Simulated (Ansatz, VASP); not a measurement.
# GaP: VASP beside Ansatz

```
Ga P
1.0
     0.00000    2.82135    2.61491
     2.82135    0.00000    2.61491
     2.82135    2.82135    0.00000
Ga P
1 1
Direct
  0.00000 0.00000 0.00000
  0.75000 0.75000 0.75000
```

Change from the starting cell: strain +0.025 along x and y, -0.050 along z, atoms carried along.

Alike in both runs: task single point; functional PBE; k mesh 8 × 8 × 8; occupations gaussian, width 0.05 eV; no spin polarisation.

|  | VASP | Ansatz |
| --- | --- | --- |
| version | VASP 6.6.1 | Ansatz 0.2.0 |
| potentials or method | VASP PAW PBE potentials, release 64 (Ga_d, P) | scalar-relativistic, plane waves, PAW |
| plane-wave cutoff (eV) | 520 | 420 |
| valence electrons in the cell | 18 | 18 |

Ansatz gave:

```
gap on the k mesh at the Fermi level (eV)       : 0.99
least direct gap on the mesh (eV)               : 1.31
pressure (GPa)                                  : 0.1
largest component of the traceless stress (GPa) : 3.21
```

Problem. Which values does VASP return?

Solution. gap on the k mesh at the Fermi level (eV): 0.99; least direct gap on the mesh (eV): 1.31; pressure (GPa): 0.0; largest component of the traceless stress (GPa): 3.21.

With one functional, cell and mesh, what is left measures potentials, basis and numerics.

A k mesh can miss the band edges.
